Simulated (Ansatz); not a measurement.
The system is InSe.

```
In Se
1.0
     2.00000    1.15470    8.44000
    -2.00000    1.15470    8.44000
     0.00000   -2.30940    8.44000
In Se
2 2
Direct
  0.88860 0.88860 0.88860
  0.00000 0.00000 0.00000
  0.17190 0.17190 0.17190
  0.38350 0.38350 0.38350
```

Program: Ansatz 0.2.0. Alike in all runs: task band structure; potentials or basis Ansatz PAW; cell as given; k mesh 8 × 8 × 8; smearing fermi-dirac 0.05 eV.

**Question.** Order these runs on this cell by their pressure, lowest first.
A. level LDA; spin SOC, no magnetisation; cutoff (eV) 420
B. level r2SCAN; spin off; cutoff (eV) 500
C. level BLYP; spin off; cutoff (eV) 420

**Answer.** A (-1.5 GPa), B (1.1 GPa), C (5.7 GPa).

Caveats: the PAW data sets come from PBE, with cores solved anew for the run's functional, which leaves a small shift of forces and pressure; the potentials were made for another functional, which shifts forces and pressure (some runs).

Not every run made on this cell is shown here.
